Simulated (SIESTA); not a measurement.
## MgS under changes of volume

One of the cells (22.670 Å³/atom); the others are scaled copies at fixed shape and fractional positions:

```xyz
4
Lattice="4.0346 0.0000 0.0000 -2.0173 3.4941 0.0000 0.0000 0.0000 6.4323" Properties=species:S:1:pos:R:3 pbc="T T T"
S     2.0173    1.1647    5.6556
S     0.0000    2.3294    2.4394
Mg    0.0000    2.3294    6.4050
Mg    2.0173    1.1647    3.1888
```

The cell comes from a database or a generator and needn't be the stable form of this composition.

```yaml
Program: SIESTA 5.4.2
Functional: LDA
Potentials_or_basis: PseudoDojo 0.4 standard (LDA files)
Basis: DZP (energy shift 0.003 Ry; two zetas on semicore shells)
Grid_cutoff: 800 Ry
Energy_shift: 0.003 Ry
k_mesh: 8 × 8 × 4
Occupations: fermi-dirac, width 0.05 eV
Spin: no spin polarisation
```

```csv
volume (Å³/atom),energy over the lowest point (meV/atom),pressure (GPa),gap on the mesh (eV),largest force (eV/Å)
21.309,?,?,?,?
21.763,5.72,2.3,3.37,0.046
22.216,1.03,1.0,3.27,0.049
22.670,0.00,-0.2,3.17,0.050
23.123,2.26,-1.3,3.07,0.053
23.576,7.52,-2.3,2.98,0.055
24.030,15.47,-3.2,2.89,0.056
```

Q: What does the run at 21.309 Å³/atom give?

A: Energy over the lowest point 14.43 meV/atom; pressure 3.8 GPa; gap on the mesh 3.48 eV; largest force 0.043 eV/Å.

Worked out: A Birch-Murnaghan fit of order 3 (a polynomial in V^(-2/3)) to the other rows has its minimum at 22.58 Å³/atom with B0 = V·E''(V) = 59 GPa and B' = 4.1 at fixed shape and positions, which overstates the stiffness. It gives 14.49 meV/atom at 21.309 Å³/atom, against the run's 14.43, and -dE/dV = 3.9 GPa, against 3.8. A straight line through the other rows of the gap, of slope -4.86 eV per unit of ln V (its deformation potential), extrapolates to 3.47 eV, against the run's 3.48.

Energies are extrapolated to zero smearing.

Caveats: the basis of atomic orbitals isn't converged, which shifts pressures, moduli and gaps.

A mesh can miss the band edges.
